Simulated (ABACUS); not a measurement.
Crystal: NiO.

```xyz
2
Lattice="0.0000 2.0859 2.0859 2.0859 0.0000 2.0859 2.0859 2.0859 0.0000" Properties=species:S:1:pos:R:3 pbc="T T T"
Ni    0.0000    0.0000    0.0000
O     2.0859    2.0859    2.0859
```

A run of ABACUS 3.10.1 on this cell left the log below. Logs are shortened: lines on timing, memory, paths and dates and some standing lists are left out, and cuts for length are marked.

```text
[... set-up lines left out ...]
 LCAO ALGORITHM --------------- ION=   1  ELEC=   1--------------------------------
          total magnetism (Bohr mag/cell) = 0.898364
       absolute magnetism (Bohr mag/cell) = 0.898458
                        nelec for spin up = 12.4492
                      nelec for spin down = 11.5508

 Density error is 0.0734044186642
----------------------------------------------------------
     Energy           Rydberg                 eV
----------------------------------------------------------
 E_KohnSham     -374.7336971793      -5098.5135142447
 E_Harris       -372.4006683435      -5066.7710284798
 E_Fermi        0.9966445653         13.5600449683
----------------------------------------------------------

 LCAO ALGORITHM --------------- ION=   1  ELEC=   2--------------------------------
          total magnetism (Bohr mag/cell) = 1.13709
       absolute magnetism (Bohr mag/cell) = 1.13794
                        nelec for spin up = 12.5685
                      nelec for spin down = 11.4315

 Density error is 0.0323614000811
----------------------------------------------------------
     Energy           Rydberg                 eV
----------------------------------------------------------
 E_KohnSham     -374.7540289367      -5098.7901419963
 E_Harris       -373.1337389281      -5076.7449654662
 E_Fermi        1.0458428544         14.2294220329
----------------------------------------------------------

 LCAO ALGORITHM --------------- ION=   1  ELEC=   3--------------------------------
          total magnetism (Bohr mag/cell) = 1.40743
       absolute magnetism (Bohr mag/cell) = 1.40957
                        nelec for spin up = 12.7037
                      nelec for spin down = 11.2963

 Density error is 0.0224983030101
----------------------------------------------------------
     Energy           Rydberg                 eV
----------------------------------------------------------
 E_KohnSham     -374.7546654697      -5098.7988024713
 E_Harris       -375.7436612062      -5112.2547797855
 E_Fermi        1.0753439077         14.6308044539
----------------------------------------------------------

 LCAO ALGORITHM --------------- ION=   1  ELEC=   4--------------------------------
          total magnetism (Bohr mag/cell) = 1.71434
       absolute magnetism (Bohr mag/cell) = 1.71955
                        nelec for spin up = 12.8572
                      nelec for spin down = 11.1428
[... 618 lines left out ...]
-------------------------------------------------
 Total Magnetism (uB)
-------------------------------------------------
                        Ni1         1.5042373534
                         O1         0.3837010454
-------------------------------------------------

 correction force for each atom along direction 1 is 0.000000
 correction force for each atom along direction 2 is 0.000000
 correction force for each atom along direction 3 is 0.000000
------------------------------------------------------------------------------------------
 TOTAL-FORCE (eV/Angstrom)
------------------------------------------------------------------------------------------
                       Ni1         0.0000000000         0.0000000000         0.0000000000
                        O1         0.0000000000         0.0000000000         0.0000000000
------------------------------------------------------------------------------------------

----------------------------------------------------------------
 TOTAL-STRESS (KBAR)
----------------------------------------------------------------
         0.2717125234         0.0000000000         0.0000000000
         0.0000000000         0.2717125234        -0.0000000000
         0.0000000000        -0.0000000000         0.2717125234
----------------------------------------------------------------
 TOTAL-PRESSURE: 0.271713 KBAR

 Largest gradient in force is 0.000000 eV/A.
 Threshold is 0.010000 eV/A.

 Largest gradient in stress is 0.271713 kbar.
 Threshold is 0.500000 kbar.

 Relaxation is converged!

 --------------------------------------------
 !FINAL_ETOT_IS -5098.8998855050658676 eV
 --------------------------------------------
```

Question: What input gives this log?

Answer: Relaxation of cell and atoms with PBE, collinear spin, ferromagnetic start. The files as run (others can give the same):

INPUT
```
INPUT_PARAMETERS
suffix              NiO
calculation         cell-relax
basis_type          lcao
pseudo_dir          ./
orbital_dir         ./
symmetry            1
dft_functional      pbe
ecutwfc             103
pseudo_rcut         10
nspin               2
nbands              17
ks_solver           genelpa
smearing_method     fd
smearing_sigma      0.00367493
scf_thr             1e-07
scf_nmax            100
mixing_type         broyden
mixing_beta         0.4
cal_force           1
cal_stress          1
out_mul             1
relax_nmax          60
force_thr_ev        0.01
relax_method        cg
out_stru            1
stress_thr          0.5
```

STRU
```
ATOMIC_SPECIES
Ni 58.6934 Ni.upf
O 15.9990 O.upf

NUMERICAL_ORBITAL
Ni_confined-atom_7au_4s3p3d1f.orb
O_confined-atom_6au_3s3p2d1f.orb

LATTICE_CONSTANT
1.8897261246

LATTICE_VECTORS
0.0000000000 2.0859016414 2.0859016414
2.0859016414 0.0000000000 2.0859016414
2.0859016414 2.0859016414 0.0000000000

ATOMIC_POSITIONS
Direct

Ni
0.0
1
0.0000000000 0.0000000000 0.0000000000 1 1 1 mag 1

O
0.0
1
0.5000000000 0.5000000000 0.5000000000 1 1 1 mag 0
```

KPT
```
K_POINTS
0
Gamma
10 10 10 0 0 0
```

Potentials or basis: Ansatz NC PBE, TZDP LCAO (the cutoffs set its grid).
Run with:
```sh
$ OMP_NUM_THREADS=1 mpirun -np 4 abacus > log
```

Caveat: the atomic orbitals were generated for these runs and aren't a published set; the basis of atomic orbitals isn't converged, which shifts pressures, moduli and gaps; a cell with one magnetic atom can't hold antiferromagnetic order, which such compounds often take.
